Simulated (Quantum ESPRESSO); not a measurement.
GaN:

```xyz
2
Lattice="0.0000 2.2535 2.2535 2.2535 0.0000 2.2535 2.2535 2.2535 0.0000" Properties=species:S:1:pos:R:3 pbc="T T T"
Ga    0.0000    0.0000    0.0000
N     1.1268    1.1268    1.1268
```

The cell is a database's computed one.

- Program: Quantum ESPRESSO 7.5
- Task: phonons
- Functional: LDA
- Potentials or basis: PseudoDojo 0.4.1 SR LDA standard
- Cutoff: 1143 eV
- Density cutoff: 4572 eV
- k mesh: 8 × 8 × 8, shifted
- Occupations: fermi-dirac, width 0.05 eV
- Spin: no spin polarisation
- Form of the LDA correlation: PW92
- Mixing beta: 0.5
- Most SCF iterations: 120
- SCF threshold: 4e-10 Ry

The first run showed a gap, so the response started from a second, tighter run with fixed occupations.

**Question.** How polar is the lattice: what are the Born charges, the two dielectric constants and the LO-TO splitting?

**Answer.** Born charges ±2.66 e; dielectric constants 5.96 (electrons alone) and 10.71 (static); transverse and longitudinal modes at 524 and 703 cm⁻¹.

Caveat: the cell is more than 3 GPa from zero pressure, which shifts response properties.
